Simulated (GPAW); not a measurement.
# Si2W (I4/mmm) in GPAW: notebook

Aim: see how the results for Si2W move with the level of theory and the settings. Levels: PBE, r2SCAN+D4. Tasks: single point, relaxation of cell and atoms.

Everything below comes from runs of GPAW 26.7.0. Logs are shortened: lines on timing, memory, paths and dates and some standing lists are left out, and cuts for length are marked. The log counts tension as positive stress, the text compression.

## Step 1: Starting point

It takes space group I4/mmm (No. 139, tetragonal). Conventional cell: a = 3.214 Å, b = 3.214 Å, c = 7.830 Å, α = 90.00°, β = 90.00°, γ = 90.00°. Around W (site symmetry 4/mmm) lie 10 Si at 2.62 Å. Around Si (site symmetry 4mm) lie 5 Si at 2.59 to 2.63 Å and 5 W at 2.62 Å.

## Step 2: Single point, PBE

run.py

```python
from ase.dft.bandgap import bandgap
from ase.io import read, write
from ase.units import GPa
from gpaw import GPAW, PW

atoms = read('POSCAR')

calc = GPAW(mode=PW(600),
            xc='PBE',
            kpts={'size': (12, 12, 12), 'gamma': True},
            occupations={'name': 'methfessel-paxton', 'order': 0, 'width': 0.012},
            nbands=23,
            convergence={'density': 1e-05, 'energy': 1e-05},
            maxiter=150,
            txt='gpaw.txt')
atoms.calc = calc
energy = atoms.get_potential_energy()
forces = atoms.get_forces()
stress = atoms.get_stress()
calc.write('gs.gpw')
write('result.traj', atoms)
print(f'Energy: {energy:.6f} eV')
print('Forces (eV/A):')
print(forces.round(4))
print('Stress (GPa):', (stress / GPa).round(3))
print('Fermi level:', round(calc.get_fermi_level(), 4), 'eV')
print(f'Gap: {bandgap(calc)[0]:.4f} eV, direct: {bandgap(calc, direct=True)[0]:.4f} eV')
```

POSCAR

```
Si2W
1.0
   -1.6069000000      1.6069000000      3.9149500000
    1.6069000000     -1.6069000000      3.9149500000
    1.6069000000      1.6069000000     -3.9149500000
W Si
1 2
Direct
    0.0000000000      0.0000000000      0.0000000000
    0.6653000000      0.6653000000      0.0000000000
    0.3347000000      0.3347000000      0.0000000000
```

Potentials or basis: GPAW PAW data sets (gpaw-data 1.2.1), pw.

On the command line:

```console
> OMP_NUM_THREADS=1 python run.py
```

gpaw.txt:

```text
__  _  _
 | _ |_)|_||  |
 |__||  | ||/\| - 26.7.0

Input parameters:
  mode=PW(ecut=600.0),
  convergence={'density': 1e-05, 'energy': 1e-05},
  kpts=MonkhorstPack(size=(12, 12, 12), gamma=True),
  maxiter=150,
  nbands=23,
  occupations=Occupations(name='methfessel-paxton', order=0, width=0.012),
  xc=XC(name='PBE')

Diagonalizing LCAO Hamiltonian
Converting LCAO to pw mode

       Si

       Si

       W

Atoms  # Å, Bohr magnetons
|   | symbol |         x |         y |        z |    initial magnetic moments |
|---|--------|-----------|-----------|----------|-----------------------------|
| 0 |      W |  0.000000 |  0.000000 | 0.000000 | ( 0.0000,  0.0000,  0.0000) |
| 1 |     Si | -0.000000 |  0.000000 | 5.209232 | ( 0.0000,  0.0000,  0.0000) |
| 2 |     Si |  0.000000 | -0.000000 | 2.620668 | ( 0.0000,  0.0000,  0.0000) |

Unit cell  # Å
| periodic |         x |         y |         z |  lengths |     angles |
|----------|-----------|-----------|-----------|----------|------------|
|      yes | -1.606900 |  1.606900 |  3.914950 | 4.526708 | 138.415317 |
|      yes |  1.606900 | -1.606900 |  3.914950 | 4.526708 | 138.415317 |
|      yes |  1.606900 |  1.606900 | -3.914950 | 4.526708 |  60.267513 |

Number of symmetries: 16
Symmetry operations  # r_c * U_cc + t_c -> r_c
|    | kind |            matrix            |
|----|------|------------------------------|
|  0 |  σ   |  1, 1, 1,  0, 0,-1,  0,-1, 0 |
|  1 |  C4  |  1, 1, 1,  0, 0,-1, -1, 0, 0 |
|  2 |  E   |  1, 0, 0,  0, 1, 0,  0, 0, 1 |
|  3 |  σ   |  1, 0, 0,  0, 1, 0, -1,-1,-1 |
|  4 |  σ   |  0, 1, 0,  1, 0, 0,  0, 0, 1 |
|  5 |  C2  |  0, 1, 0,  1, 0, 0, -1,-1,-1 |
|  6 |  C2  |  0, 0, 1, -1,-1,-1,  1, 0, 0 |
|  7 |  S4  |  0, 0, 1, -1,-1,-1,  0, 1, 0 |
|  8 |  C4  |  0, 0,-1,  1, 1, 1,  0,-1, 0 |
|  9 |  σ   |  0, 0,-1,  1, 1, 1, -1, 0, 0 |
| 10 |  σ   |  0,-1, 0, -1, 0, 0,  1, 1, 1 |
| 11 |  C2  |  0,-1, 0, -1, 0, 0,  0, 0,-1 |
| 12 |  C2  | -1, 0, 0,  0,-1, 0,  1, 1, 1 |
| 13 |  i   | -1, 0, 0,  0,-1, 0,  0, 0,-1 |
| 14 |  S4  | -1,-1,-1,  0, 0, 1,  1, 0, 0 |
| 15 |  C2  | -1,-1,-1,  0, 0, 1,  0, 1, 0 |

BZ-sampling:
  Number of BZ points: 1728
  Number of IBZ points: 163

  Monkhorst-Pack size: [12, 12, 12]
  Monkhorst-Pack shift: [0.041666666666666664, 0.041666666666666664, 0.041666666666666664]

K-points  # in reciprocal-cell coordinates
|     |                                coordinates |     weight |
|-----|--------------------------------------------|------------|
|   0 | ( -0.00000000,  -0.00000000,  -0.00000000) | 0.00057870 |
|   1 | (  0.08333333,  -0.08333333,  -0.00000000) | 0.00231481 |
|   2 | (  0.08333333,  -0.08333333,   0.08333333) | 0.00231481 |
|   3 | (  0.08333333,  -0.00000000,  -0.00000000) | 0.00462963 |
|   4 | (  0.08333333,   0.08333333,  -0.08333333) | 0.00115741 |
|   5 | (  0.16666667,  -0.16666667,  -0.00000000) | 0.00231481 |
|   6 | (  0.16666667,  -0.16666667,   0.08333333) | 0.00462963 |
|   7 | (  0.16666667,  -0.16666667,   0.16666667) | 0.00231481 |
|   8 | (  0.16666667,  -0.08333333,  -0.00000000) | 0.00925926 |
|   9 | (  0.16666667,  -0.08333333,   0.08333333) | 0.00462963 |
| ... |                                            |            |
| 162 | (  0.50000000,   0.50000000,   0.50000000) | 0.00057870 |

Plane wave coefficients: 1372
Cutoff: 600.0 eV

Spin-components: 1 (collinear spins)
Bands:           23
Projectors:      16
Spin-degeneracy: 2
Datatype:        complex128

Parallelization:
  kpt:    1
  domain: 1
  band:   1

Density:
  Valence electrons: 22.0
  Components: 1
  Grid points: [27 27 27]
  Charge: 0.0  # |e|

Potential:
  Grid points: [27 27 27]

species:
  W:
    name:    Tungsten
    Z:       74.0
    valence: 14
    core:    60
    charge:  0.0  # [|e|]
    compensation charges:
      type: gauss
      rc: 0.40  # [Å]
      lmax: 2
    cutoffs:
      filter: 2.36  # [Å]
      core: 3.02  # [Å]
    projectors
    | kind |    occ | energy [eV] | rcut [Å] |
    |------|--------|-------------|----------|
    |   5s |  2.000 |     -78.830 |    1.344 |
    |   6s |  2.000 |      -5.697 |    1.344 |
    |   5p |  6.000 |     -43.233 |    1.355 |
    |   6p |  0.000 |      -1.367 |    1.355 |
    |   5d |  4.000 |      -4.494 |    1.228 |
    |    d |        |      22.717 |    1.228 |

    Using partial waves for W as LCAO basis

  Si:
    name:    Silicon
    Z:       14.0
    valence: 4
    core:    10
    charge:  0.0  # [|e|]
    compensation charges:
      type: gauss
      rc: 0.33  # [Å]
      lmax: 2
    cutoffs:
      filter: 1.86  # [Å]
      core: 2.06  # [Å]
    projectors
    | kind |    occ | energy [eV] | rcut [Å] |
    |------|--------|-------------|----------|
    |   3s |  2.000 |     -10.812 |    1.058 |
    |   3p |  2.000 |      -4.081 |    1.058 |
    |    s |        |      16.399 |    1.058 |
    |    p |        |      23.130 |    1.058 |
    |    d |        |       0.000 |    1.058 |

    Using partial waves for Si as LCAO basis

Reference energy: -454544.360156  # eV

eigensolver:
  PPCG
  Converge bands: occupied
  niter=2

density mixing:
  MSR1-Mixer
  Pratt-step length: 0.05
  Maximum mixing coefficient: 0.75
  Old densities: 10
  SVD Regularization: 0.005
  Good broyden scale: 1.0
  Trust region scale: 1.0
  Backstep threshold: 4.0
  History deletion threshold: 6.0
  Fourier metric: weight=20.0, sigma=0.015

occupation numbers:
  Methfessel-Paxton:
    width: 0.0120  # eV
    order: 0

poisson solver:
  ecut: 4800.0  # eV

xc functional:
  name: PBE with 2 nearest neighbor stencil

convergence criteria:
- Maximum integral of absolute [dens]ity change: 1e-05 electrons / valence electron
- Maximum [total energy] change in last 3 cyles: 1e-05 eV / valence electron
- Maximum integral of absolute [eigenst]ate change: 4e-08 eV^2 / valence electron
maximum number of iterations: 150

SCF iterations
|iter     | |      energy | eigst |  dens |
|---------|-|-------------|-------|-------|
|iter:   1| |  -23.416623 | +0.24 |       |
|iter:   2| |  -23.407928 | -2.60 | -1.19 |
|iter:   3| |  -23.362604 | -2.40 | -1.22 |
|iter:   4| |  -23.368950 | -3.04 | -1.79 |
|iter:   5| |  -23.367179 | -3.89 | -2.29 |
|iter:   6| |  -23.367210 | -4.58 | -2.52 |
|iter:   7| |  -23.367212c| -6.40 | -3.47 |
|iter:   8| |  -23.367212c| -7.83c| -4.17 |
|iter:   9| |  -23.367212c| -8.36c| -4.98 |
|iter:  10| |  -23.367212c| -9.11c| -5.76c|

Converged in 10 steps
Energy contributions relative to reference atoms: (reference = -454544.360156)

Energy contributions:
  Kinetic:          21.074474
  Coulomb:         -17.153216
  Zero:             -0.074373
  External:          0.000000
  Xc:              -27.214084
  Entropy:          -0.000026
  Spinorbit:         0.000000
  ----------------------------
  Free energy:     -23.367225
  Extrapolated:    -23.367212

dipole moment: (-12.932846, -12.932846, 2.437421)  # |e|*Ang

Fermi level: 12.732
Eigenvalues  # (at kpt = [-0.000, -0.000, -0.000])
| band index |      eig [eV] | occ [0-2] |
|------------|---------------|-----------|
|          0 |       -60.950 |     2.000 |
|        ... |               |           |
|          2 |       -25.459 |     2.000 |
|          3 |       -25.459 |     2.000 |
|          4 |        -1.374 |     2.000 |
|          5 |         5.846 |     2.000 |
|          6 |         8.949 |     2.000 |
|          7 |         9.372 |     2.000 |
|          8 |         9.860 |     2.000 |
|          9 |         9.860 |     2.000 |
|         10 |        13.310 |     0.000 |
|         11 |        15.452 |     0.000 |
|         12 |        15.632 |     0.000 |
|         13 |        15.759 |     0.000 |
|         14 |        15.759 |     0.000 |
|         15 |        17.323 |     0.000 |
|         16 |        18.389 |     0.000 |
|         17 |        18.389 |     0.000 |
|        ... |               |           |
|         22 |        27.379 |     0.000 |

No gap
No difference between direct/indirect transitions

Forces  # eV/Ang
|        x |        y |        z |
|----------|----------|----------|
| -0.00000 | -0.00000 | -0.00000 |  # W    0
|  0.00000 | -0.00000 |  0.09278 |  # Si   1
|  0.00000 | -0.00000 | -0.09278 |  # Si   2

Stress tensor  # eV/Ang^3
|         x |         y |         z |
|-----------|-----------|-----------|
| -0.023102 |  0.000000 |  0.000000 |
|  0.000000 | -0.023102 | -0.000000 |
|  0.000000 | -0.000000 | -0.028151 |

# Writing to gs.gpw (mode='')
```

Run time: 2.6 min. Hardware: 1 thread of Arm Neoverse V1, shared host; peak memory 0.28 GiB.

What came out:

* Free energy: -23.3672 eV
* Pressure: 4.0 GPa
* Largest force: 0.093 eV/Å
* Band gap on the k mesh: none (metal or under the smearing width)

Forces on the atoms (eV/Å):
```
W    0.000  0.000  0.000
Si   0.000  0.000  0.093
Si   0.000  0.000 -0.093
```

Stress tensor (GPa, compression positive):
```
3.70 0.00 0.00
0.00 3.70 0.00
0.00 0.00 4.51
```

Levels at points of the mesh, in eV from the Fermi level:
```csv
k point,band 9,band 10,band 11,band 12,band 13,band 14
"(0.00, 0.00, 0.00)",-2.87,-2.87,0.58,2.72,2.90,3.03
"(0.50, 0.00, 0.50)",-2.83,-2.79,-0.47,2.66,2.76,3.91
"(0.50, 0.50, 0.00)",-5.03,-3.28,-1.81,2.76,2.91,3.10
"(0.50, 0.50, 0.50)",-0.88,-0.88,-0.53,-0.53,0.76,4.48
```

## Step 3: Relaxation of cell and atoms, r2SCAN+D4

run.py

```python
from ase.calculators.mixing import SumCalculator
from ase.filters import FrechetCellFilter
from ase.io import write
from ase.optimize import LBFGS
from ase.spacegroup import crystal
from dftd4.ase import DFTD4
from gpaw import GPAW, PW

# W 2a
# Si 4e
atoms = crystal(['W', 'Si'],
                basis=[[0.0, 0.0, 0.0],
                       [0.5, 0.5, 0.1653]],
                spacegroup=139, setting=1,  # I4/mmm
                cellpar=[3.2138, 3.2138, 7.8299, 90.0, 90.0, 90.0],
                primitive_cell=True)

calc = GPAW(mode=PW(600),
            xc='MGGA_X_R2SCAN+MGGA_C_R2SCAN',
            kpts={'size': (7, 7, 7), 'gamma': True},
            occupations={'name': 'fermi-dirac', 'width': 0.05},
            nbands=23,
            convergence={'density': 1e-05, 'energy': 1e-05},
            maxiter=150,
            txt='gpaw.txt')
atoms.calc = SumCalculator([calc, DFTD4(method='r2scan')])
opt = LBFGS(FrechetCellFilter(atoms), trajectory='relax.traj', logfile='-')
done = opt.run(fmax=0.05, steps=40)
calc.write('gs.gpw')
write('result.traj', atoms)
print('Converged:', done)
print('Cell:', atoms.cell.cellpar().round(4))
print('Volume:', round(atoms.get_volume(), 4))
print(atoms.get_scaled_positions().round(5))
```

Potentials or basis: GPAW PAW data sets (gpaw-data 1.2.1), pw.

On the command line:

```console
> OMP_NUM_THREADS=1 python run.py
```

Wall time 8.8 min (1 thread of Intel Xeon 6975P-C (Granite Rapids), shared host); peak memory 0.71 GiB.

Results (log left out):

```yaml
Free_energy: -44.1340 eV
Relaxed_volume: 13.37 Å³/atom
Relaxed_cell: a = 4.511 Å, b = 4.511 Å, c = 4.511 Å, α = 138.34°, β = 138.34°, γ = 60.38°
Space_group_after_relaxing_to_0.05_Å: I4/mmm (No. 139)
Energy_gained_by_relaxing: 0.8 meV/atom
Ionic_steps: 3
Pressure_after_relaxing: 0.0 GPa
Largest_force_after_relaxing: 0.021 eV/Å
Band_gap_on_the_k_mesh: none (metal or under the smearing width)
Dispersion_energy_per_atom: -0.194 eV
```

Forces on the atoms (eV/Å):
```
W    0.000  0.000  0.000
Si   0.000  0.000  0.021
Si   0.000  0.000 -0.021
```

Stress tensor (GPa, compression positive):
```
 0.10  0.00  0.00
 0.00  0.10  0.00
 0.00  0.00 -0.14
```

The path:
| step | energy change (eV) | largest force (eV/Å) | pressure (GPa) | volume (Å³) |
| --- | --- | --- | --- | --- |
| 1 | 0.0000 | 0.0377 | -1.94 | 40.44 |
| 2 | -0.0011 | 0.0182 | -1.37 | 40.34 |
| 3 | -0.0023 | 0.0207 | 0.02 | 40.12 |

Final structure:
```
W Si
1.0
    -1.60382    1.60383    3.89884
     1.60383   -1.60382    3.89884
     1.60382    1.60382   -3.89884
W Si
1 2
Direct
  0.00000 0.00000 0.00000
  0.66512 0.66512 0.00000
  0.33488 0.33488 0.00000
```

Levels at points of the mesh, in eV from the Fermi level:
```tsv
k point	band 7	band 8	band 9	band 10	band 11	band 12	band 13	band 14	band 15	band 16
(0.00, 0.00, 0.00)	-3.77	-3.33	-2.99	-2.99	0.65	3.14	3.21	3.26	3.26	5.07
```

Caveat: the k mesh is coarse (spacing up to 0.39 Å⁻¹), so the values aren't converged; later steps reuse the first step's grids; the PAW data sets were made with another functional, which shifts forces and pressure a little; pairwise dispersion overbinds metals, which lowers pressure and volume.
